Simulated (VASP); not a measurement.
# Te2Mo in VASP: work function with PBEsol

Aim: the work function of Te2Mo with PBEsol.

All numbers are computed with VASP 6.6.1; they aren't measurements. Logs are shortened: lines on timing, memory, paths and dates and some standing lists are left out, and cuts for length are marked.

**1. The sheet as given**

The cell holds a sheet with vacuum, 3 atoms: a = 3.444 Å, b = 3.444 Å, c = 19.620 Å, α = 90.00°, β = 90.00°, γ = 120.00°.

The cell was built by a generator and needn't be a form met in nature.

**2. Work function, PBEsol, non-collinear spin, zero start, spin-orbit coupling**

Contents of INCAR:

```
SYSTEM = Te2Mo
ALGO = Normal
DIPOL = 0.5 0.5 0.500
EDIFF = 1E-6
ENCUT = 520
GGA = PS
GGA_COMPAT = .FALSE.
IDIPOL = 3
ISIF = 2
ISMEAR = 0
KPAR = 4
LASPH = .TRUE.
LCHARG = .TRUE.
LDIPOL = .TRUE.
LMAXMIX = 4
LORBIT = 11
LREAL = .FALSE.
LSORBIT = .TRUE.
LVACPOTAV = .TRUE.
LVHAR = .TRUE.
LWAVE = .FALSE.
MAGMOM = 0 0 0 0 0 0 0 0 0
NELM = 100
PREC = Accurate
SIGMA = 0.03
```

Contents of KPOINTS:

```
k-points
0
G
  12 12 1
  0 0 0
```

Contents of POSCAR:

```
Te2Mo                                   
1.0
    3.4442588004      0.0000000000      0.0000000000
   -1.7221294002      2.9828156171      0.0000000000
    0.0000000000      0.0000000000     19.6200000000
  Te              Mo            
     2     1
Direct
     0.6666669999999968    0.3333330000000032    0.4073523140777207
     0.6666669999999968    0.3333330000000032    0.5926476859222792
     0.3333330000000032    0.6666669999999968    0.5000000000000000
```

Potentials or basis: VASP PAW PBE potentials, release 64 (Te, Mo_sv).

On the command line:

```console
cat potpaw_PBE.64/Te/POTCAR potpaw_PBE.64/Mo_sv/POTCAR > POTCAR
mpirun -np 4 vasp_ncl > vasp.out
```

OUTCAR:

```text
SYSTEM = Te2Mo
   EDIFF = 1E-6
   ENCUT = 520
   GGA = PS
   ISIF = 2
   ISMEAR = 0
   LASPH = .TRUE.
   LORBIT = 11
   LREAL = .FALSE.
   LSORBIT = .TRUE.
   NELM = 100
   PREC = Accurate

 ion  position               nearest neighbor table
   1  0.667  0.333  0.407-   3 2.69   3 2.69   3 2.69   2 3.64
   2  0.667  0.333  0.593-   3 2.69   3 2.69   3 2.69   1 3.64
   3  0.333  0.667  0.500-   1 2.69   2 2.69   1 2.69   2 2.69   1 2.69   2 2.69

  LATTYP: Found a hexagonal cell.
 ALAT       =     3.4442588004
 C/A-ratio  =     5.6964360511

  Lattice vectors:

 A1 = (   3.4442588004,   0.0000000000,   0.0000000000)
 A2 = (  -1.7221294002,   2.9828156171,   0.0000000000)
 A3 = (   0.0000000000,   0.0000000000,  19.6200000000)

Analysis of symmetry for initial positions (statically):
=====================================================================
 Subroutine PRICEL returns:
 Original cell was already a primitive cell.

 Routine SETGRP: Setting up the symmetry group for a
 hexagonal supercell.

 Subroutine GETGRP returns: Found 12 space group operations
 (whereof 12 operations were pure point group operations)
 out of a pool of 24 trial point group operations.

The static configuration has the point symmetry D_3h.

Analysis of symmetry for dynamics (positions and initial velocities):
=====================================================================
 Subroutine PRICEL returns:
 Original cell was already a primitive cell.

 Routine SETGRP: Setting up the symmetry group for a
 hexagonal supercell.

 Subroutine GETGRP returns: Found 12 space group operations
 (whereof 12 operations were pure point group operations)
 out of a pool of 24 trial point group operations.

The dynamic configuration has the point symmetry D_3h.

Analysis of structural, dynamic, and magnetic symmetry:
=====================================================================
 Subroutine PRICEL returns:
 Original cell was already a primitive cell.

 Routine SETGRP: Setting up the symmetry group for a
 hexagonal supercell.

 Subroutine GETGRP returns: Found 12 space group operations
 (whereof 12 operations were pure point group operations)
 out of a pool of 24 trial point group operations.

[... 1063 lines left out ...]
  -------------------------------------------------------------------------------------
  Total        1.1839201      1.1839201      0.3720099      0.0000000      0.0000000      0.0000000
  in kB        9.4104804      9.4104804      2.9569493      0.0000000      0.0000000      0.0000000
  external PRESSURE =       7.2593033 kB  Pullay stress =       0.0000000 kB

 VOLUME and BASIS-vectors are now :
 -----------------------------------------------------------------------------
  energy-cutoff  :      520.00
  volume of cell :      201.57
      direct lattice vectors                 reciprocal lattice vectors
     3.444258800  0.000000000  0.000000000     0.290338229  0.167626855  0.000000000
    -1.722129400  2.982815617  0.000000000     0.000000000  0.335253709  0.000000000
     0.000000000  0.000000000 19.620000000     0.000000000  0.000000000  0.050968400

 POSITION                                       TOTAL-FORCE (eV/Angst)
 -----------------------------------------------------------------------------------
      1.72213      0.99427      7.99225         0.000000      0.000000     -0.104994
      1.72213      0.99427     11.62775         0.000000      0.000000      0.104994
     -0.00000      1.98854      9.81000        -0.000000     -0.000000      0.000000
 -----------------------------------------------------------------------------------
    total drift:                                0.002472     -0.001427     -0.000000

  FREE ENERGIE OF THE ION-ELECTRON SYSTEM (eV)
  ---------------------------------------------------
  free  energy   TOTEN  =       -19.8982582240 eV

  energy  without entropy=      -19.8982582240  energy(sigma->0) =      -19.89825822

 vacuum level on the upper side and lower side of the slab         4.739         4.739

 Spin-Orbit-Coupling matrix elements

 Ion:    1  E_soc:     -0.1977728
 l=   1
     0.0000000    -0.0327236    -0.0330056
    -0.0327236     0.0000000    -0.0327236
    -0.0330056    -0.0327236     0.0000000
 l=   2
     0.0000000    -0.0000290     0.0000000    -0.0000290    -0.0001729
    -0.0000290     0.0000000    -0.0000908     0.0000370    -0.0000290
     0.0000000    -0.0000908     0.0000000    -0.0000908     0.0000000
    -0.0000290     0.0000370    -0.0000908     0.0000000    -0.0000290
    -0.0001729    -0.0000290     0.0000000    -0.0000290     0.0000000
 l=   3
     0.0000000     0.0000000     0.0000000     0.0000000     0.0000000     0.0000000     0.0000000
     0.0000000     0.0000000     0.0000000     0.0000000     0.0000000     0.0000000     0.0000000
     0.0000000     0.0000000     0.0000000     0.0000000     0.0000000     0.0000000     0.0000000
     0.0000000     0.0000000     0.0000000     0.0000000     0.0000000     0.0000000     0.0000000
[... 29 lines left out ...]
 l=   2
     0.0000000    -0.0005197     0.0000000    -0.0005197    -0.0041587
    -0.0005197     0.0000000    -0.0019675    -0.0005618    -0.0005197
     0.0000000    -0.0019675     0.0000000    -0.0019675     0.0000000
    -0.0005197    -0.0005618    -0.0019675     0.0000000    -0.0005197
    -0.0041587    -0.0005197     0.0000000    -0.0005197     0.0000000
 l=   3
     0.0000000     0.0000000     0.0000000     0.0000000     0.0000000     0.0000000     0.0000000
     0.0000000     0.0000000     0.0000000     0.0000000     0.0000000     0.0000000     0.0000000
     0.0000000     0.0000000     0.0000000     0.0000000     0.0000000     0.0000000     0.0000000
     0.0000000     0.0000000     0.0000000     0.0000000     0.0000000     0.0000000     0.0000000
     0.0000000     0.0000000     0.0000000     0.0000000     0.0000000     0.0000000     0.0000000
     0.0000000     0.0000000     0.0000000     0.0000000     0.0000000     0.0000000     0.0000000
     0.0000000     0.0000000     0.0000000     0.0000000     0.0000000     0.0000000     0.0000000

 total charge

# of ion       s       p       d       tot
------------------------------------------
    1        1.384   1.993   0.067   3.445
    2        1.384   1.993   0.067   3.445
    3        2.261   6.158   4.033  12.453
--------------------------------------------------
tot          5.030  10.145   4.168  19.342

 magnetization (x)

# of ion       s       p       d       tot
------------------------------------------
    1        0.000   0.000   0.000   0.000
    2        0.000   0.000   0.000   0.000
    3       -0.000   0.000  -0.000  -0.000
--------------------------------------------------
tot          0.000   0.000  -0.000   0.000

 magnetization (y)

# of ion       s       p       d       tot
------------------------------------------
    1        0.000   0.000   0.000   0.000
    2        0.000   0.000   0.000   0.000
    3        0.000   0.000  -0.000  -0.000
--------------------------------------------------
tot          0.000   0.000  -0.000  -0.000

 magnetization (z)

# of ion       s       p       d       tot
------------------------------------------
    1        0.000  -0.000  -0.000  -0.000
    2        0.000  -0.000  -0.000  -0.000
    3       -0.000   0.000  -0.000  -0.000
--------------------------------------------------
tot         -0.000  -0.000  -0.000  -0.000
```

OSZICAR:

```text
N       E                     dE             d eps       ncg     rms          rms(c)
DAV:   1     0.197131000708E+03    0.19713E+03   -0.12240E+04  2636   0.120E+03
DAV:   2    -0.532238510353E+01   -0.20245E+03   -0.19742E+03  2824   0.268E+02
DAV:   3    -0.201463809561E+02   -0.14824E+02   -0.14632E+02  2702   0.656E+01
[... 17 lines left out ...]
DAV:  21    -0.198982365020E+02   -0.61437E-05   -0.10257E-06  1940   0.264E-03    0.143E-03
DAV:  22    -0.198982498113E+02   -0.13309E-04   -0.41451E-07  1590   0.252E-03    0.844E-04
DAV:  23    -0.198982547647E+02   -0.49534E-05   -0.20537E-07  1596   0.127E-03    0.114E-03
DAV:  24    -0.198982572726E+02   -0.25079E-05   -0.12800E-07  1528   0.899E-04    0.741E-04
DAV:  25    -0.198982582240E+02   -0.95144E-06   -0.58194E-08  1444   0.678E-04
   1 F= -.19898258E+02 E0= -.19898258E+02  d E =-.260244E-35  mag=    -0.0000    -0.0000    -0.0000
```

stdout:

```text
POSCAR found type information on POSCAR TeMo
 POSCAR found :  2 types and       3 ions
 scaLAPACK will be used
 -----------------------------------------------------------------------------
[... 23 lines left out ...]
|     Did not find any points to average over, which means that no vacuum     |
|     field-free region was found. Please increase the size of  your cell     |
|     in the dimension of the dipole correction to obtain accurate            |
|     workfunction values.                                                    |
|                                                                             |
 -----------------------------------------------------------------------------
```

Run time: 3.3 min. Hardware: 4 MPI ranks of Intel Xeon Platinum 8488C (Sapphire Rapids), shared host; peak memory 1 GiB.

What came out:

* Free energy: -19.8983 eV
* Largest force: 0.105 eV/Å
* Net moment: 0.00 μB per cell
* Valence electrons inside the program's atomic spheres: Te 3.44; Mo 12.45
* Work function of the upper face: 4.51 eV
* Work function of the lower face: 4.51 eV

Forces in eV/Å, atoms in the order of the input:
```
Te   0.000  0.000 -0.105
Te   0.000  0.000  0.105
Mo   0.000  0.000  0.000
```

Moments on the atoms (μB; x, y, z):
```
Te  0.00 0.00 0.00
Te  0.00 0.00 0.00
Mo  0.00 0.00 0.00
```

Caveat: the PAW data sets were made with another functional, which shifts forces and pressure a little.
